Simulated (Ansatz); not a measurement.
**Cd4Te: balancing the decomposition**

The calculation used DFT PBE, scalar-relativistic, plane waves, PAW in Ansatz. Settings: cutoff 420 eV, Γ-centred meshes spaced at most about 0.3 Å⁻¹, and about 0.25 Å⁻¹ or finer for metals (2π included), Gaussian smearing. No spin polarisation.

Formation energies are uncorrected and refer to the elements' standard structures at the same level.

Temperature and zero-point effects are left out. These runs have no spin–orbit coupling, which can matter for Te. The reference form of Te is held partly by dispersion forces, which this level lacks.

A trial structure of Cd4Te (reached from: Hg4Pt type (Im-3m); relaxed: space group Im-3m (No. 229), a = 6.958 Å) has a formation energy of 0.305 eV/atom. At its composition the lowest mixture among the elements and 1 reference phase computed alike (others may be missing) consists of these:

```tsv
phase	source	ΔE_f (eV/atom)
Cd (solid)	element	-0.003
CdTe (F-43m)	COD	-0.464
```

The lowest database cell of Cd (-0.003) lies slightly below the reference, hence the non-zero entry.

Problem. Write the balanced decomposition and find its energy per atom, per formula unit and per mole of formula units.

Solution. Balancing Cd and Te gives Cd4Te → 3 Cd + CdTe. The left side holds 5 atoms, and the products take 3/5 (Cd) and 2/5 (CdTe) of them. The mixture therefore lies at 3/5 × (-0.003) + 2/5 × (-0.464) = -0.187 eV/atom. The reaction energy is -0.187 − (0.305) = -0.492 eV/atom. Times 5 atoms that is -2.460 eV per Cd4Te, and times 96.485 it is -237 kJ per mole of Cd4Te. Decomposition is downhill, so the trial structure is unstable against this mixture.
